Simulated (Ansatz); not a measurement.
# How far is PAW off for HgTe?

```yaml
crystal:
  lattice:
    - [0.00000, 3.22350, 3.22350]
    - [3.22350, 0.00000, 3.22350]
    - [3.22350, 3.22350, 0.00000]
  atoms:
    - { symbol: Hg, position: [0.00000, 0.00000, 0.00000] }
    - { symbol: Te, position: [0.75000, 0.75000, 0.75000] }
```

Atom numbers follow the list: Hg1, Te2.

The cell is COD entry 1539232, as deposited and not checked against the literature; nothing was relaxed.

No spin–orbit coupling, which matters for the heavy atoms here.

All numbers are computed: DFT, LDA, PAW with Ansatz's default frozen-core files, scalar-relativistic (Ansatz 0.2.0); DFT, LDA, all-electron LAPW, scalar-relativistic (Ansatz 0.2.0).

For PAW: a Γ-centred 11×11×11 k mesh, Fermi–Dirac smearing of 0.03 eV, cutoff 420 eV, no spin polarisation; the PAW files were made with PBE, and the program remakes their frozen cores for this functional. LAPW targets a basis error of 0.5 meV/atom. The Ansatz runs share mesh, smearing and spin set-up. Plane-wave (PAW) pressures include the program's estimate of the Pulay term.

Stress and pressure are positive in compression.

Levels count from the Fermi level.

PAW results:

```
                      quantity     PAW
                pressure (GPa)   -0.27
highest filled level at K (eV)  -1.960
  lowest empty level at K (eV)   2.117
highest filled level at Γ (eV)  -0.033
  lowest empty level at Γ (eV)   4.144
highest filled level at L (eV)  -1.040
  lowest empty level at L (eV)   0.542
```

Question: What does LAPW (all electrons) give for the same quantities?

Answer: 
```
                      quantity    LAPW
                pressure (GPa)   -0.26
highest filled level at K (eV)  -1.961
  lowest empty level at K (eV)   2.117
highest filled level at Γ (eV)  -0.033
  lowest empty level at Γ (eV)   4.143
highest filled level at L (eV)  -1.041
  lowest empty level at L (eV)   0.541
```
